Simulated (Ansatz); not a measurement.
## LiF (h-MgO type) under strain

LiF (h-MgO type), relaxed with r2SCAN in the PAW code Ansatz. The symmetry is P6_3/mmc (No. 194, hexagonal); a = 3.280 Å, c = 4.000 Å in the conventional setting, 9.32 Å³ an atom. Li has 5 F at 1.89–2.00 Å; F has 5 Li at 1.89–2.00 Å.

The axes x, y and z are those of this cell:
```xyz
4
Lattice="3.2801 0.0000 0.0000 -1.6400 2.8406 0.0000 0.0000 0.0000 3.9996" Properties=species:S:1:pos:R:3 pbc="T T T"
Li    0.0000    1.8938    0.9999
Li    1.6400    0.9469    2.9997
F     1.6400    0.9469    0.9999
F     0.0000    1.8938    2.9997
```

Unstrained: With PBE the gap is 7.824 eV and direct, at Γ. With r2SCAN the gap is 8.530 eV and direct, at Γ. HSE06 gives a direct gap of 9.983 eV at Γ. Meshes: PBE 12×12×6, r2SCAN 12×12×6, HSE06 6×6×4. Strains are changes of length per length. After each strain the atoms were relaxed again with r2SCAN within the symmetry that the strain leaves, so tilts or polar shifts that break it weren't tested; points keep the names that they have in the unstrained zone. Values at 0 K without nuclear motion; spin polarisation is off, and the phase may be a hypothetical one.

Changes of the least gap in eV (an overlap counts as a negative gap):
```csv
strain,volume change (%),space group,PBE,r2SCAN,HSE06,"energy rise, r2SCAN (meV/atom)"
"epitaxial +2.55 % in the xy plane, free normal strain -1.62 %",+3.5,P6_3/mmc,-0.121,-0.141,-0.135,4.1
uniaxial -4.88 % along z,-4.9,P6_3/mmc,+0.324,+0.321,+0.346,9.9
```

Epitaxial +2.55 % in the xy plane, free normal strain -1.62 %. HSE06: the gap goes from 9.983 to 9.848 eV (-0.135 eV); with r2SCAN the top three valence levels at Γ, grouped 1+2 from the top over 492 meV, become 1+2 over 362 meV. Stress change with r2SCAN, compression positive: xx -2.62, yy -2.62, zz 0.00 GPa.

Uniaxial -4.88 % along z, other directions held. HSE06: the gap goes from 9.983 to 10.329 eV (+0.346 eV); it turns from direct (Γ) to indirect (H → Γ); least and direct gap lie within 0.04 eV, so its kind isn't settled; with r2SCAN the top three valence levels at Γ, grouped 1+2 from the top over 492 meV, become 1+2 over 388 meV. Stress change with r2SCAN, compression positive: xx +2.16, yy +2.16, zz +7.71 GPa.

The meshes of the hybrids are coarse, so their gaps aren't converged to the digits shown.

The splittings at Γ are without spin-orbit coupling, which regroups them where it is of like size or larger.
